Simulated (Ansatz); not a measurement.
## YN in Ansatz: the effect of functional

The system is YN.

```xyz
2
Lattice="0.0000 2.4385 2.4385 2.4385 0.0000 2.4385 2.4385 2.4385 0.0000" Properties=species:S:1:pos:R:3 pbc="T T T"
Y     0.0000    0.0000    0.0000
N     2.4385    2.4385    2.4385
```

Alike in all runs:

* Program: Ansatz 0.2.0
* Task: single point
* Potentials or basis: all-electron PAW datasets made for the crystal
* k mesh: 6 × 6 × 6
* Occupations: fermi-dirac, width 0.05 eV
* Spin: no spin polarisation

One run gave: gap on the mesh 1.07 eV; pressure 0.6 GPa. Which functional did it use?
A. PBE0
B. HSE06
C. PBE

B.

| functional | cutoff | gap on the mesh (eV) | pressure (GPa) |
| --- | --- | --- | --- |
| PBE | 280 eV (chosen from the basis error) | 0.17 | 3.1 |
| HSE06 | 310 eV (chosen from the basis error) | 1.07 | 0.6 |
| PBE0 | 310 eV (chosen from the basis error) | 1.73 | 0.7 |

A k mesh can miss the band edges.
